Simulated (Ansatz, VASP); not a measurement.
## One calculation of AlN, two programs

```
CELL_PARAMETERS angstrom
0.00000 -2.01842 -2.01842
0.00000 2.01842 -2.01842
4.03685 0.00000 0.00000
ATOMIC_POSITIONS crystal
Al 0.52319 0.47681 0.00000
Al 0.97681 0.02319 0.50000
N 0.49159 0.50841 0.50000
N 0.00841 0.99159 0.00000
```

Change from the starting cell: mode 4 frozen in at -0.094 Å, equal normal strain along x, y and z -0.0083.

Alike in both runs: task single point; functional PBE; k mesh 8 × 8 × 6; occupations gaussian, width 0.05 eV; no spin polarisation.

|  | VASP | Ansatz |
| --- | --- | --- |
| version | VASP 6.6.1 | Ansatz 0.2.0 |
| potentials or method | VASP PAW PBE potentials, release 64 (Al, N) | scalar-relativistic, plane waves, PAW |
| plane-wave cutoff (eV) | 520 | 520 |
| valence electrons in the cell | 16 | 16 |

|  | VASP | Ansatz | Ansatz less VASP |
| --- | --- | --- | --- |
| gap on the k mesh at the Fermi level (eV) | 4.60 | 4.62 | +0.023 |
| least direct gap on the mesh (eV) | 4.65 | 4.68 | +0.023 |
| pressure (GPa) | 7.1 | 7.5 | +0.33 |
| largest component of the traceless stress (GPa) | 1.45 | 1.45 | -0.004 |
| rms of the force components (eV/Å) | 0.431 | 0.431 | +0.0001 |

Atom by atom the forces differ by 0.000 eV/Å (rms over components).

Caveats: forces of over 1 eV/Å show positions far from the minimum, so gaps and moduli don't describe the material at rest. A k mesh can miss the band edges.
